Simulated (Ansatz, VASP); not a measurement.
**AlNi: VASP beside Ansatz**

```xyz
2
Lattice="2.8810 0.0000 0.0000 0.0000 2.8810 0.0000 0.0000 0.0000 2.8810" Properties=species:S:1:pos:R:3 pbc="T T T"
Ni    1.4405    1.4405    1.4405
Al    0.0000    0.0000    0.0000
```

Alike in both runs: task relaxation of cell and atoms; functional revPBE; k mesh 9 × 9 × 9; occupations fermi-dirac, width 0.05 eV; collinear spin.

|  | VASP | Ansatz |
| --- | --- | --- |
| version | VASP 6.6.1 | Ansatz 0.2.0 |
| potentials or method | VASP PAW PBE potentials, release 64 (Ni, Al), cutoff 600 eV | all-electron LAPW, scalar-relativistic |

```tsv
	VASP	Ansatz	Ansatz less VASP
net moment per atom (μB)	0.00	0.00	0.000
relaxed volume (Å³/atom)	12.31	12.32	+0.008
relaxed cell length with the largest relative difference (Å)	2.909	2.910	+0.0006
energy change over the relaxation (meV/atom)	-5	-5	-0.3
```

Ansatz ran all-electron here, so the differences hold the error of VASP's frozen core and of both bases.

Caveats: the PAW data sets were made with another functional, which shifts forces and pressure a little (VASP); the starting moments weren't kept (Ansatz). Zero-point motion and thermal expansion aren't in these numbers. revPBE gives volumes clearly too large for solids.
